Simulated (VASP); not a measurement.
# Zr (Fd-3m) in VASP: a series of runs

Runs on Zr. Level: PBE. Tasks: single point.

Everything below comes from runs of VASP 6.6.1. Logs are shortened: lines on timing, memory, paths and dates and some standing lists are left out, and cuts for length are marked.

## 1. The crystal as given

It takes space group Fd-3m (No. 227, cubic). The conventional cell has a = 6.312 Å, b = 6.312 Å, c = 6.312 Å, α = 90.00°, β = 90.00°, γ = 90.00°. Zr (site symmetry -43m) is surrounded by 4 Zr at 2.73 Å.

This isn't the form of Zr at room conditions, which is hcp.

## 2. Single point, PBE, collinear spin, typed start

INCAR

```
ALGO     = Normal         # electronic algorithm
EDIFF    = 1E-6           # SCF threshold, eV
ENCUT    = 520            # plane-wave cutoff, eV
GGA      = PE             # functional
ISIF     = 2              # what is computed and relaxed
ISMEAR   = -1             # smearing method
ISPIN    = 2              # spin polarisation
LASPH    = True           # aspherical terms in the spheres
LCHARG   = True           # write CHGCAR
LELF     = True           # ELF
LMAXMIX  = 4              # l up to which the mixer works
LORBIT   = 11             # projections on sites
LREAL    = False          # projectors in reciprocal space
LVHAR    = True         
LWAVE    = False          # write WAVECAR
MAGMOM   = 0.443 0.443    # initial moments
NBANDS   = 23             # bands
NELM     = 150            # most SCF steps
PREC     = Accurate       # precision mode
SIGMA    = 0.05           # smearing width, eV
```

KPOINTS

```
k-points
0
Gamma
  10 10 10
```

POSCAR

```
Zr
1.0
    0.0000000000      3.1558057739      3.1558057739
    3.1558057739      0.0000000000      3.1558057739
    3.1558057739      3.1558057739      0.0000000000
Zr
2
Direct
    0.1250000000      0.1250000000      0.1250000000
    0.8750000000      0.8750000000      0.8750000000
```

Potentials or basis: VASP PAW PBE potentials, release 64 (Zr_sv).

Started as:

```sh
$ cat potpaw_PBE.64/Zr_sv/POTCAR > POTCAR
$ mpirun -np 1 vasp_std > vasp.out
```

OUTCAR:

```text
EDIFF = 1E-6
   ENCUT = 520
   GGA = PE
   ISIF = 2
   ISMEAR = -1
   ISPIN = 2
   LASPH = True
   LORBIT = 11
   LREAL = False
   NELM = 150
   PREC = Accurate

 ion  position               nearest neighbor table
   1  0.125  0.125  0.125-   2 2.73   2 2.73   2 2.73   2 2.73
   2  0.875  0.875  0.875-   1 2.73   1 2.73   1 2.73   1 2.73

  LATTYP: Found a face centered cubic cell.
 ALAT       =     6.3116115478

  Lattice vectors:

 A1 = (   0.0000000000,   3.1558057739,   3.1558057739)
 A2 = (   3.1558057739,   0.0000000000,   3.1558057739)
 A3 = (   3.1558057739,   3.1558057739,   0.0000000000)

Analysis of symmetry for initial positions (statically):
=====================================================================
 Subroutine PRICEL returns:
 Original cell was already a primitive cell.

 Routine SETGRP: Setting up the symmetry group for a
 face centered cubic supercell.

 Subroutine GETGRP returns: Found 48 space group operations
 (whereof 12 operations were pure point group operations)
 out of a pool of 48 trial point group operations.

The static configuration has the point symmetry D_3d.
 The point group associated with its full space group is O_h .

Analysis of symmetry for dynamics (positions and initial velocities):
=====================================================================
 Subroutine PRICEL returns:
 Original cell was already a primitive cell.

 Routine SETGRP: Setting up the symmetry group for a
 face centered cubic supercell.

 Subroutine GETGRP returns: Found 48 space group operations
 (whereof 12 operations were pure point group operations)
 out of a pool of 48 trial point group operations.

The dynamic configuration has the point symmetry D_3d.
 The point group associated with its full space group is O_h .

Analysis of structural, dynamic, and magnetic symmetry:
=====================================================================
 Subroutine PRICEL returns:
 Original cell was already a primitive cell.

 Routine SETGRP: Setting up the symmetry group for a
 face centered cubic supercell.

 Subroutine GETGRP returns: Found 48 space group operations
 (whereof 12 operations were pure point group operations)
 out of a pool of 48 trial point group operations.

The overall configuration has the point symmetry D_3d.
 The point group associated with its full space group is O_h .

 Subroutine INISYM returns: Found 48 space group operations
 (whereof 12 operations are pure point group operations),
 and found     1 'primitive' translations

----------------------------------------------------------------------------------------

                                     Primitive cell

  volume of cell :      62.8580

  direct lattice vectors                    reciprocal lattice vectors
     0.000000000  3.155805774  3.155805774    -0.158438141  0.158438141  0.158438141
     3.155805774  0.000000000  3.155805774     0.158438141 -0.158438141  0.158438141
     3.155805774  3.155805774  0.000000000     0.158438141  0.158438141 -0.158438141

  length of vectors
     4.462983326  4.462983326  4.462983326     0.274422910  0.274422910  0.274422910

  position of ions in fractional coordinates (direct lattice)
     0.125000000  0.125000000  0.125000000
     0.875000000  0.875000000  0.875000000

  ion indices of the primitive-cell ions
   primitive index   ion index
                 1           1
                 2           2

----------------------------------------------------------------------------------------

 KPOINTS: k-points

Automatic generation of k-mesh.
 Grid dimensions read from file:
 generate k-points for:   10   10   10

 Generating k-lattice:

  Cartesian coordinates                     Fractional coordinates (reciprocal lattice)
    -0.015843814  0.015843814  0.015843814     0.100000000  0.000000000  0.000000000
     0.015843814 -0.015843814  0.015843814     0.000000000  0.100000000  0.000000000
     0.015843814  0.015843814 -0.015843814     0.000000000  0.000000000  0.100000000

  Length of vectors
     0.027442291  0.027442291  0.027442291

  Shift w.r.t. Gamma in fractional coordinates (k-lattice)
     0.000000000  0.000000000  0.000000000

 Subroutine IBZKPT returns following result:
 ===========================================

 Found     47 irreducible k-points:

 Following reciprocal coordinates:
            Coordinates               Weight
  0.000000  0.000000  0.000000      1.000000
  0.100000  0.000000  0.000000      8.000000
  0.200000  0.000000  0.000000      8.000000
  0.300000  0.000000  0.000000      8.000000
  0.400000  0.000000  0.000000      8.000000
  0.500000  0.000000  0.000000      4.000000
[... 16 lines left out ...]
  0.300000  0.300000  0.000000      6.000000
  0.400000  0.300000  0.000000     24.000000
 [... further k-points ...]
   k-points           NKPTS =     47   k-points in BZ     NKDIM =     47   number of bands    NBANDS=     23
   number of dos      NEDOS =    301   number of ions     NIONS =      2
   total plane-waves  NPLWV =  46656
   dimension x,y,z NGX =    36 NGY =   36 NGZ =   36
   dimension x,y,z NGXF=    72 NGYF=   72 NGZF=   72
   ions per type =               2
   NGX,Y,Z   is equivalent  to a cutoff of  13.41, 13.41, 13.41 a.u.
   NGXF,Y,Z  is equivalent  to a cutoff of  26.82, 26.82, 26.82 a.u.
 SYSTEM =  unknown system
   PREC   = accura    normal or accurate (medium, high low for compatibility)
   ISTART =      0    job   : 0-new  1-cont  2-samecut
   ICHARG =      2    charge: 1-file 2-atom 10-const
   ISPIN  =      2    spin polarized calculation?
   LNONCOLLINEAR =      F non collinear calculations
   LSORBIT =      F    spin-orbit coupling
   LASPH  =      T    aspherical Exc in radial PAW
   ENCUT  =  520.0 eV  38.22 Ry    6.18 a.u.   8.30  8.30  8.30*2*pi/ulx,y,z
   NELM   =    150;   NELMIN=  2; NELMDL= -5     # of ELM steps
   EDIFF  = 0.1E-05   stopping-criterion for ELM
   LREAL  =      F    real-space projection
   EDIFFG = 0.1E-04   stopping-criterion for IOM
   NSW    =      0    number of steps for IOM
   IBRION =     -1    ionic relax: 0-MD 1-quasi-New 2-CG
   NFREE  =      0    steps in history (QN), initial steepest desc. (CG)
   ISIF   =      2    stress and relaxation
   ISYM   =      2    0-nonsym 1-usesym 2-fastsym
   POTIM  = 0.5000    time-step for ionic-motion
   TEBEG  =    0.0;   TEEND  =   0.0 temperature during run
   PSTRESS=    0.0 pullay stress
   NELECT =      24.0000    total number of electrons
   NUPDOWN=      -1.0000    fix difference up-down
   EMIN   =  10.00;   EMAX   =-10.00  energy-range for DOS
   EFERMI =   0.00;   METHOD = LEGACY
   ISMEAR =    -1;   SIGMA  =   0.05  broadening in eV -4-tet -1-fermi 0-gaus
   EFERMI_NEDOS =   21; number of points for ismear=-14 and -15
   IALGO  =     38    algorithm
   IMIX   =      4    mixing-type and parameters
     AMIX     =   0.40;   BMIX     =  1.00
     AMIX_MAG =   1.60;   BMIX_MAG =  1.00
  volume/ion in A,a.u.               =      31.43       212.09
  Fermi-wavevector in a.u.,A,eV,Ry     =   1.187659  2.244349 19.191468  1.410533
  Thomas-Fermi vector in A             =   2.323805
   LORBIT       =     11    0 simple, 1 ext, 2 COOP (PROOUT), +10 PAW based schemes
   GGA     = PE    functional components
   LHFCALC =     F    Hartree Fock is set to
   AEXX    =    0.0000 exact exchange contribution
   IVDW    =     0    specifies the selected vdW correction
   LEPSILON=     F    determine dielectric tensor
   LRPA    =     F    only Hartree local field effects (RPA)
 spin polarized calculation
  energy-cutoff  :      520.00
  volume of cell :       62.86
 maximum number of plane-waves:      1717
 NGX is ok and might be reduce to    36
   NGX = 17   NGY = 17   NGZ = 17

 number of electron      24.0000000 magnetization       1.2831155

 Free energy of the ion-electron system (eV)
  ---------------------------------------------------
  ext. energy  EPLUGINS =         0.00000000
  ---------------------------------------------------
  free energy    TOTEN  =       -12.28117550 eV

  energy without entropy =      -12.25014815  energy(sigma->0) =      -12.26566182

 E-fermi :   5.4344     XC(G=0):  -9.4533

 val. band max:        5.4227876232   @ k =   0.5000   0.1000   0.0000
 cond. band min:       5.4430620062   @ k =  -0.4000   0.4000   0.0000
 fundamental gap:      0.0202743830
 Fermi energy:         5.4344074998

 spin component 1

 k-point     1 :       0.0000    0.0000    0.0000
  band No.  band energies     occupation
      1     -43.5506      1.00000
      2     -43.0052      1.00000
      3     -21.9210      1.00000
      4     -21.9210      1.00000
      5     -21.9210      1.00000
      6     -20.9541      1.00000
[... 15 lines left out ...]
     22      15.5848      0.00000
     23      15.5848      0.00000
[... 575 lines left out ...]
      1     -43.4024      1.00000
      2     -43.1608      1.00000
      3     -22.1114      1.00000
      4     -22.1019      1.00000
      5     -21.6670      1.00000
      6     -21.2207      1.00000
[... 15 lines left out ...]
     22      12.1226      0.00000
     23      14.8401      0.00000

 [... further k-points ...]

 spin component 2

 k-point     1 :       0.0000    0.0000    0.0000
  band No.  band energies     occupation
      1     -43.2405      1.00000
      2     -42.7148      1.00000
      3     -21.5368      1.00000
      4     -21.5368      1.00000
      5     -21.5368      1.00000
      6     -20.6185      1.00000
[... 15 lines left out ...]
     22      15.6515      0.00000
     23      15.6515      0.00000
[... 575 lines left out ...]
      1     -43.0974      1.00000
      2     -42.8645      1.00000
      3     -21.7264      1.00000
      4     -21.7169      1.00000
      5     -21.2969      1.00000
      6     -20.8725      1.00000
[... 15 lines left out ...]
     22      12.3976      0.00000
     23      14.9789      0.00000

 [... further k-points ...]

------------------------ aborting loop because EDIFF is reached ----------------------------------------

  FORCE on cell =-STRESS in cart. coord.  units (eV):
  Direction    XX          YY          ZZ          XY          YZ          ZX
  --------------------------------------------------------------------------------------
  -------------------------------------------------------------------------------------
  Total        0.0067871      0.0067871      0.0067871      0.0000000      0.0000000     -0.0000000
  in kB        0.1729947      0.1729947      0.1729947      0.0000000      0.0000000     -0.0000000
  external PRESSURE =       0.1729947 kB  Pullay stress =       0.0000000 kB

 VOLUME and BASIS-vectors are now :
 -----------------------------------------------------------------------------
  energy-cutoff  :      520.00
  volume of cell :       62.86
      direct lattice vectors                 reciprocal lattice vectors
     0.000000000  3.155805774  3.155805774    -0.158438141  0.158438141  0.158438141
     3.155805774  0.000000000  3.155805774     0.158438141 -0.158438141  0.158438141
     3.155805774  3.155805774  0.000000000     0.158438141  0.158438141 -0.158438141

 POSITION                                       TOTAL-FORCE (eV/Angst)
 -----------------------------------------------------------------------------------
      0.78895      0.78895      0.78895        -0.000000     -0.000000     -0.000000
      5.52266      5.52266      5.52266         0.000000      0.000000      0.000000
 -----------------------------------------------------------------------------------
    total drift:                                0.000000      0.000000      0.000000

  FREE ENERGIE OF THE ION-ELECTRON SYSTEM (eV)
  ---------------------------------------------------
  free  energy   TOTEN  =       -12.2811754963 eV

  energy  without entropy=      -12.2501481496  energy(sigma->0) =      -12.26566182

 total charge

# of ion       s       p       d       tot
------------------------------------------
    1        2.249   5.881   1.949  10.080
    2        2.249   5.881   1.949  10.080
--------------------------------------------------
tot          4.499  11.762   3.899  20.160

 magnetization (x)

# of ion       s       p       d       tot
------------------------------------------
    1        0.033   0.007   0.489   0.530
    2        0.033   0.007   0.489   0.530
--------------------------------------------------
tot          0.066   0.015   0.979   1.060
```

Run time: 1.9 min. Hardware: 1 thread of Intel Xeon Platinum 8259CL at 2.50GHz (Skylake/Cascade Lake), shared host; peak memory 0.29 GiB.

Results:

| Item | Value |
| --- | --- |
| Free energy | -12.2812 eV |
| Pressure | 0.0 GPa |
| Band gap on the k mesh | none (metal or under the smearing width) |
| Net moment | 1.28 μB per cell |
| Site moments | Zr +0.53 μB |
| Valence electrons inside the program's atomic spheres | Zr 10.08 |

## 3. Single point, PBE, collinear spin, typed start

This run uses another cell than the first one, of 35.20 Å³/atom, 1.120 times its volume.

INCAR

```
SYSTEM = Zr
ALGO     = Normal         ! electronic algorithm
EDIFF    = 1E-6           ! SCF threshold, eV
ENCUT    = 520            ! plane-wave cutoff, eV
GGA      = PE             ! functional
ISIF     = 2              ! what is computed and relaxed
ISMEAR   = -1             ! smearing method
ISPIN    = 2              ! spin polarisation
LASPH    = .True.         ! aspherical terms in the spheres
LCHARG   = .False.        ! write CHGCAR
LMAXMIX  = 4              ! l up to which the mixer works
LORBIT   = 11             ! projections on sites
LREAL    = .False.        ! projectors in reciprocal space
LWAVE    = .False.        ! write WAVECAR
MAGMOM   = 0.443 0.443    ! initial moments
NBANDS   = 23             ! bands
NELM     = 150            ! most SCF steps
PREC     = Accurate       ! precision mode
SIGMA    = 0.05           ! smearing width, eV
```

KPOINTS

```
k-points
0
Gamma
  10 10 10
  0 0 0
```

POSCAR

```
Zr
1.0
    0.0000000000      3.2773005735      3.2773005735
    3.2773005735      0.0000000000      3.2773005735
    3.2773005735      3.2773005735      0.0000000000
Zr
2
Direct
    0.1250000000      0.1250000000      0.1250000000
    0.8750000000      0.8750000000      0.8750000000
```

Potentials or basis: VASP PAW PBE potentials, release 64 (Zr_sv).

Started as:

```sh
$ cat potpaw_PBE.64/Zr_sv/POTCAR > POTCAR
$ mpirun -np 1 vasp_std > vasp.out
```

OUTCAR:

```text
SYSTEM = Zr
   EDIFF = 1E-6
   ENCUT = 520
   GGA = PE
   ISIF = 2
   ISMEAR = -1
   ISPIN = 2
   LASPH = .True.
   LORBIT = 11
   LREAL = .False.
   NELM = 150
   PREC = Accurate

 ion  position               nearest neighbor table
   1  0.125  0.125  0.125-   2 2.84   2 2.84   2 2.84   2 2.84
   2  0.875  0.875  0.875-   1 2.84   1 2.84   1 2.84   1 2.84

  LATTYP: Found a face centered cubic cell.
 ALAT       =     6.5546011470

  Lattice vectors:

 A1 = (   0.0000000000,   3.2773005735,   3.2773005735)
 A2 = (   3.2773005735,   0.0000000000,   3.2773005735)
 A3 = (   3.2773005735,   3.2773005735,   0.0000000000)

Analysis of symmetry for initial positions (statically):
=====================================================================
 Subroutine PRICEL returns:
 Original cell was already a primitive cell.

 Routine SETGRP: Setting up the symmetry group for a
 face centered cubic supercell.

 Subroutine GETGRP returns: Found 48 space group operations
 (whereof 12 operations were pure point group operations)
 out of a pool of 48 trial point group operations.

[... 1438 lines left out ...]
     23      13.4020      0.00000

 [... further k-points ...]

------------------------ aborting loop because EDIFF is reached ----------------------------------------

  FORCE on cell =-STRESS in cart. coord.  units (eV):
  Direction    XX          YY          ZZ          XY          YZ          ZX
  --------------------------------------------------------------------------------------
  -------------------------------------------------------------------------------------
  Total       -0.7683623     -0.7683623     -0.7683623      0.0000000      0.0000000      0.0000000
  in kB      -17.4862951    -17.4862951    -17.4862951      0.0000000      0.0000000      0.0000000
  external PRESSURE =     -17.4862951 kB  Pullay stress =       0.0000000 kB

 VOLUME and BASIS-vectors are now :
 -----------------------------------------------------------------------------
  energy-cutoff  :      520.00
  volume of cell :       70.40
      direct lattice vectors                 reciprocal lattice vectors
     0.000000000  3.277300573  3.277300573    -0.152564584  0.152564584  0.152564584
     3.277300573  0.000000000  3.277300573     0.152564584 -0.152564584  0.152564584
     3.277300573  3.277300573  0.000000000     0.152564584  0.152564584 -0.152564584

 POSITION                                       TOTAL-FORCE (eV/Angst)
 -----------------------------------------------------------------------------------
      0.81933      0.81933      0.81933         0.000000      0.000000      0.000000
      5.73528      5.73528      5.73528        -0.000000     -0.000000     -0.000000
 -----------------------------------------------------------------------------------
    total drift:                               -0.000000      0.000000      0.000000

  FREE ENERGIE OF THE ION-ELECTRON SYSTEM (eV)
  ---------------------------------------------------
  free  energy   TOTEN  =       -12.2338896009 eV

  energy  without entropy=      -12.1948917883  energy(sigma->0) =      -12.21439069

 total charge

# of ion       s       p       d       tot
------------------------------------------
    1        2.252   5.888   1.832   9.972
    2        2.252   5.888   1.832   9.972
--------------------------------------------------
tot          4.504  11.775   3.665  19.944

 magnetization (x)

# of ion       s       p       d       tot
------------------------------------------
    1        0.052   0.013   0.690   0.756
    2        0.052   0.013   0.690   0.756
--------------------------------------------------
tot          0.104   0.027   1.380   1.511
```

It took 2.2 min on 1 thread of Intel Xeon Platinum 8259CL at 2.50GHz (Skylake/Cascade Lake), shared host; peak memory 0.29 GiB.

What came out:

| Item | Value |
| --- | --- |
| Free energy | -12.2339 eV |
| Pressure | -1.7 GPa |
| Band gap on the k mesh | none (metal or under the smearing width) |
| Net moment | 2.01 μB per cell |
| Site moments | Zr +0.76 μB |
| Valence electrons inside the program's atomic spheres | Zr 9.97 |
